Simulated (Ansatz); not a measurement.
GaN:

```
CELL_PARAMETERS angstrom
3.18000 0.00000 0.00000
-1.59000 2.75396 0.00000
0.00000 0.00000 5.16600
ATOMIC_POSITIONS crystal
Ga 0.66667 0.33333 0.50000
Ga 0.33333 0.66667 0.00000
N 0.66667 0.33333 0.87500
N 0.33333 0.66667 0.37500
```

Program: Ansatz 0.2.0. Alike in all runs: task band structure; potentials or basis Ansatz PAW; no spin polarisation; cell as given; k mesh 5 × 5 × 3; smearing fermi-dirac 0.05 eV; the mesh is coarse, so values aren't converged.

Q: Order these runs on this cell by their pressure, lowest first.
A. level HSE06; cutoff (eV) 420
B. level B3LYP; cutoff (eV) 420
C. level r2SCAN50; cutoff (eV) 500
D. level HSEsol; cutoff (eV) 420

A: C (-5.9 GPa), D (-3.3 GPa), A (1.0 GPa), B (6.3 GPa).

Caveats: all runs use coarse meshes; the PAW data sets come from PBE, with cores solved anew for the run's functional, which leaves a small shift of forces and pressure; the thresholds are loose for stress.
